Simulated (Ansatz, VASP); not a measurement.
# Two plane-wave programs on Cu

Contents of INCAR:

```
SYSTEM = Cu
ALGO = Normal ; EDIFF = 1E-8
ENCUT = 520 ; GGA = PS
ISIF = 2 ; ISMEAR = -1
LASPH = .True. ; LCHARG = .False.
LEFG = .True. ; LREAL = .False.
LWAVE = .False. ; NBANDS = 12
NELM = 80 ; PREC = Accurate
SIGMA = 0.03
```

The input KPOINTS:

```
k-points
0
Gamma
  17 17 17
  0 0 0
```

The input POSCAR:

```
Cu
1.0
    0.0000000000      1.8194705475      1.8194705475
    1.8194705475      0.0000000000      1.8194705475
    1.8194705475      1.8194705475      0.0000000000
Cu
1
Direct
    0.0000000000      0.0000000000      0.0000000000
```

Input for Ansatz:

```yaml
crystal:
  lattice:
    - [0.0, 1.8194705475, 1.8194705475]
    - [1.8194705475, 0.0, 1.8194705475]
    - [1.8194705475, 1.8194705475, 0.0]
  atoms:
    - { symbol: Cu, position: [0.0, 0.0, 0.0] }
kpoints:
  mp_grid: { grid: [17, 17, 17] }
scf:
  occupations: { method: fermi_dirac, width: 0.03 }
hamiltonian:
  xc: pbesol
  pseudopotentials: { kind: paw }
output:
  forces: true
  stress: true
  eigenvalues: true
  efg: { contact_densities: true }
  write_density: true
  write_potential: true
  elf: true
  volumetric_format: npy
```

Change from the starting cell: volume scaled by 1.02, PAW files.

Alike in both runs: task electric field gradients; functional PBEsol; k mesh 17 × 17 × 17; occupations fermi-dirac, width 0.03 eV; no spin polarisation.

|  | VASP | Ansatz |
| --- | --- | --- |
| version | VASP 6.6.1 | Ansatz 0.2.0 |
| potentials or method | VASP PAW PBE potentials, release 64 (Cu) | PAW with Ansatz's default frozen-core files, scalar-relativistic |
| plane-wave cutoff (eV) | 520 | 420 |
| valence electrons in the cell | 11 | 19 |

```tsv
	VASP	Ansatz	Ansatz less VASP
pressure (GPa)	-8.5	-9.2	-0.68
Vzz of the field gradient on the site that differs most (V/Å²)	0.0	0.0	0.00
```

The two sets of potentials don't hold the same shells in valence.

Caveats: the PAW data sets were made with another functional, which shifts forces and pressure a little (VASP).
